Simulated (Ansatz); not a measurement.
Bulk crystal (Te2Mo) after relaxation:

```
Te Mo
1.0
     3.55707    0.00000    0.00000
    -1.77853    3.08051    0.00000
     0.00000    0.00000   15.20472
Te Mo
4 2
Cartesian
  0.0000 2.0537 9.5956
  1.7785 1.0268 1.9933
  0.0000 2.0537 13.2115
  1.7785 1.0268 5.6091
  0.0000 2.0537 3.8012
  1.7785 1.0268 11.4035
```

Miller indices refer to the conventional cell of P6_3/mmc (No. 194), a = 3.557 Å, b = 3.557 Å, c = 15.205 Å, α = 90.00°, β = 90.00°, γ = 120.00°. The bulk's gap is 0.95 eV.

The (001) slab of 9 planes, 18.8 Å thick with 15 Å of vacuum as cut; outer planes Te (top) and Te (bottom).

Theory: DFT PBE, scalar-relativistic, plane waves, PAW (Ansatz 0.2.0). Cutoff 420 eV; k points 9×9×1 on the computed 9-atom cell (Γ-centred); Gaussian smearing, width 0.05 eV; no spin polarisation. A dipole correction removes the field between periodic images along c.

The surface energy is small: either the cut is weakly bound (this functional has no dispersion correction), or the bulk reference is not the lowest structure.

With the atoms at the bulk's places:

```yaml
Surface_energy_mean_of_both_faces: 0.01 J/m²
Gap_of_the_slab_on_the_mesh: 1.04 eV
```

Q: What changes when all atoms relax within this surface cell and its symmetry?

A: The energy changes by under 0.001 J/m² a face. No atom moved: the forces on the slab as cut lay under the relaxation's threshold already, so smaller changes of the spacings aren't resolved.

- Surface energy (mean of both faces): 0.01 J/m²
- Gap of the slab on the mesh: 1.04 eV

```tsv
plane (bottom to top)	atoms	spacing to next, bulk (Å)	relaxed (Å)	change (%)
1	Te	1.808	1.808	0.0
2	Mo	1.808	1.808	0.0
3	Te	3.987	3.987	0.0
4	Te	1.808	1.808	0.0
5	Mo	1.808	1.808	0.0
6	Te	3.987	3.987	0.0
7	Te	1.808	1.808	0.0
8	Mo	1.808	1.808	0.0
9	Te
```

Spin-orbit coupling is left out, which matters for the bands of heavy elements. An odd mesh misses points on the zone edge, so a gap read on it can be too wide.